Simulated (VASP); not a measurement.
# SnO2 (Cassiterite) (P4_2/mnm) in VASP: settings compared, part 3 of 3

VASP 6.6.1. The steps go on from the part before.

### 5 Relaxation of cell and atoms, RPBE

This run uses another cell than the first one, of 12.91 Å³/atom, 1.083 times its volume.

INCAR reads:

```
PREC = Accurate ; ENCUT = 600
EDIFF = 1E-7 ; ISMEAR = 0
SIGMA = 0.03 ; LREAL = F
LASPH = T ; NELM = 80
ALGO = Normal ; ISIF = 3
LWAVE = F ; LCHARG = F
GGA = RP ; IBRION = 2
NSW = 90 ; EDIFFG = -0.005
KPAR = 2
```

KPOINTS reads:

```
Automatic mesh
0
Gamma
  6 6 8
```

POSCAR reads:

```
SnO2                                    
1.0
    4.8778081414     -0.0000000000      0.0000000000
   -0.0000000000      4.8778081414      0.0000000000
    0.0000000000      0.0000000000      3.2555380473
  Sn              O             
     2     4
Direct
     0.0000000000000000    0.0000000000000000    0.0000000000000000
     0.5000000000000000    0.5000000000000000    0.5000000000000000
     0.3068559332174897    0.3068559332174897    0.0000000000000000
     0.1931440667825103    0.8068559332174896    0.5000000000000000
     0.6931440667825104    0.6931440667825104    0.0000000000000000
     0.8068559332174896    0.1931440667825103    0.5000000000000000
```

The run is started by

```bash
cat potpaw_PBE.64/Sn_d/POTCAR potpaw_PBE.64/O/POTCAR > POTCAR
mpirun -np 2 vasp_std > vasp.out
```

Wall time 79 s (2 MPI ranks of Intel Xeon 6975P-C (Granite Rapids), shared host); peak memory 0.27 GiB.

Results (log left out):

| Property | Result |
| --- | --- |
| Free energy | -35.0132 eV |
| Relaxed volume | 12.90 Å³/atom |
| Relaxed cell | a = 4.877 Å, b = 4.877 Å, c = 3.255 Å, α = 90.00°, β = 90.00°, γ = 90.00° |
| Space group after relaxing (to 0.05 Å) | P4_2/mnm (No. 136) |
| Energy gained by relaxing | 0.0 meV/atom |
| Ionic steps | 3 |
| Pressure after relaxing | 0.0 GPa |
| Band gap on the k mesh | 0.51 eV, direct |

Final structure:
```
Sn O
1.0
     4.87698    0.00000    0.00000
     0.00000    4.87698    0.00000
     0.00000    0.00000    3.25500
Sn O
2 4
Cartesian
  0.0000 0.0000 0.0000
  2.4385 2.4385 1.6275
  1.4966 1.4966 0.0000
  0.9419 3.9351 1.6275
  3.3804 3.3804 0.0000
  3.9351 0.9419 1.6275
```

Levels at points of the mesh, in eV from the valence-band top:
```
           k point  band 23  band 24  band 25  band 26  band 27  band 28  band 29  band 30
(0.00, 0.00, 0.00)    -1.24    -0.72    -0.72     0.00     0.51     5.59     6.09     6.09
(0.50, 0.00, 0.00)    -1.19    -1.19    -0.59    -0.59     3.71     3.71     6.84     6.84
(0.50, 0.50, 0.00)    -1.31    -1.31    -0.83    -0.83     4.10     4.10     7.13     7.13
(0.00, 0.00, 0.50)    -1.43    -1.43    -1.14    -1.14     5.39     5.39     9.32     9.32
(0.50, 0.00, 0.50)    -0.97    -0.97    -0.76    -0.76     5.65     5.65     7.50     7.50
(0.50, 0.50, 0.50)    -0.89    -0.89    -0.75    -0.75     4.21     4.21     8.64     8.64
```

Caveat: the PAW data sets were made with another functional, which shifts forces and pressure a little; spin-orbit coupling is left out, which moves the levels of the heavy elements. A hybrid or GW would open this gap; RPBE tends to underestimate it.

### 6 Relaxation of cell and atoms, PBE

INCAR reads:

```
PREC     = Accurate       # precision mode
ENCUT    = 600            # plane-wave cutoff, eV
EDIFF    = 1E-6           # SCF threshold, eV
ISMEAR   = 0              # smearing method
SIGMA    = 0.03           # smearing width, eV
LREAL    = False          # projectors in reciprocal space
LASPH    = True           # aspherical terms in the spheres
NELM     = 80             # most SCF steps
ALGO     = Normal         # electronic algorithm
ISIF     = 3              # what is computed and relaxed
LWAVE    = False          # write WAVECAR
LCHARG   = False          # write CHGCAR
GGA      = PE             # functional
IBRION   = 2              # ionic algorithm
NSW      = 90             # ionic steps
EDIFFG   = -0.01          # ionic threshold
KPAR     = 2
```

KPOINTS is that of step 5.

POSCAR reads:

```
SnO2
1.0
    4.7380000000      0.0000000000      0.0000000000
    0.0000000000      4.7380000000      0.0000000000
    0.0000000000      0.0000000000      3.1865000000
Sn O
2 4
Direct
    0.0000000000      0.0000000000      0.0000000000
    0.5000000000      0.5000000000      0.5000000000
    0.3071000000      0.3071000000      0.0000000000
    0.1929000000      0.8071000000      0.5000000000
    0.6929000000      0.6929000000      0.0000000000
    0.8071000000      0.1929000000      0.5000000000
```

Potentials or basis: VASP PAW PBE potentials, release 64 (Sn_d, O).

The run is started by

```bash
cat potpaw_PBE.64/Sn_d/POTCAR potpaw_PBE.64/O/POTCAR > POTCAR
mpirun -np 2 vasp_std > vasp.out
```

It took 3.1 min on 2 MPI ranks of AMD EPYC 9R45 (Zen 5), shared host; peak memory 0.25 GiB.

Results (log left out):

| Item | Value |
| --- | --- |
| Free energy | -37.3118 eV |
| Relaxed volume | 12.61 Å³/atom |
| Relaxed cell | a = 4.830 Å, b = 4.830 Å, c = 3.243 Å, α = 90.00°, β = 90.00°, γ = 90.00° |
| Space group after relaxing (to 0.05 Å) | P4_2/mnm (No. 136) |
| Energy gained by relaxing | 23.7 meV/atom |
| Ionic steps | 8 |
| Pressure after relaxing | 0.0 GPa |
| Largest force after relaxing | 0.004 eV/Å |
| Band gap on the k mesh | 0.64 eV, direct |

Forces on the atoms (eV/Å):
```
Sn   0.000  0.000  0.000
Sn   0.000  0.000  0.000
O   -0.003 -0.003  0.000
O    0.003 -0.003  0.000
O    0.003  0.003  0.000
O   -0.003  0.003  0.000
```

Step by step:
| step | energy change (eV) | largest force (eV/Å) | pressure (GPa) | volume (Å³) |
| --- | --- | --- | --- | --- |
| 1 | 0.0000 | 0.2935 | 11.61 | 71.53 |
| 2 | 0.0636 | 0.3605 | -10.52 | 80.85 |
| 3 | -0.1403 | 0.0638 | 0.00 | 75.51 |
| 4 | -0.1403 | 0.0579 | 0.21 | 75.43 |
| 5 | -0.1420 | 0.0032 | 0.10 | 75.57 |
| 6 | -0.1421 | 0.0194 | 0.06 | 75.63 |
| 7 | -0.1422 | 0.0006 | -0.12 | 75.68 |
| 8 | -0.1422 | 0.0043 | -0.04 | 75.67 |

Final structure:
```cif
data_structure
_symmetry_space_group_name_H-M 'P 1'
_symmetry_Int_Tables_number 1
_cell_length_a 4.8303
_cell_length_b 4.8303
_cell_length_c 3.2433
_cell_angle_alpha 90.000
_cell_angle_beta 90.000
_cell_angle_gamma 90.000
_cell_volume 75.67
loop_
_atom_site_label
_atom_site_type_symbol
_atom_site_fract_x
_atom_site_fract_y
_atom_site_fract_z
_atom_site_occupancy
Sn1 Sn 0.00000 0.00000 0.00000 1
Sn2 Sn 0.50000 0.50000 0.50000 1
O1 O 0.30658 0.30658 0.00000 1
O2 O 0.19342 0.80658 0.50000 1
O3 O 0.69342 0.69342 0.00000 1
O4 O 0.80658 0.19342 0.50000 1
```

Levels at points of the mesh, in eV from the valence-band top:
```tsv
k point	band 23	band 24	band 25	band 26	band 27	band 28	band 29	band 30
(0.00, 0.00, 0.00)	-1.26	-0.74	-0.74	0.00	0.64	5.65	6.04	6.04
(0.50, 0.00, 0.00)	-1.21	-1.21	-0.60	-0.60	3.85	3.85	6.78	6.78
(0.50, 0.50, 0.00)	-1.33	-1.33	-0.85	-0.85	4.24	4.24	7.13	7.13
(0.00, 0.00, 0.50)	-1.52	-1.52	-1.18	-1.18	5.55	5.55	9.34	9.34
(0.50, 0.00, 0.50)	-1.01	-1.01	-0.75	-0.75	5.81	5.81	7.59	7.59
(0.50, 0.50, 0.50)	-0.91	-0.91	-0.78	-0.78	4.32	4.32	8.60	8.60
```

Caveat: spin-orbit coupling is left out, which moves the levels of the heavy elements.

### 7 Overview

| level | gap on the mesh (eV) | pressure (GPa) | relaxed volume (Å³/atom) |
| --- | --- | --- | --- |
| PBEsol | 0.88 | 0.0 | 12.20 |
| RPBE | 0.51 | 0.0 | 12.90 |
| PBE | 0.64 | 0.0 | 12.61 |

Alike in all rows: task relaxation of cell and atoms; potentials or basis VASP PAW PBE potentials, release 64 (Sn_d, O); no spin polarisation; cell relaxed; k mesh 6 × 6 × 8; cutoff (eV) 600; smearing gaussian 0.03 eV.

Caveats: spin-orbit coupling is left out, which moves the levels of the heavy elements; the PAW data sets were made with another functional, which shifts forces and pressure a little (some runs).

Total energies depend on the potentials used, so only differences within one code and one set of settings carry meaning.
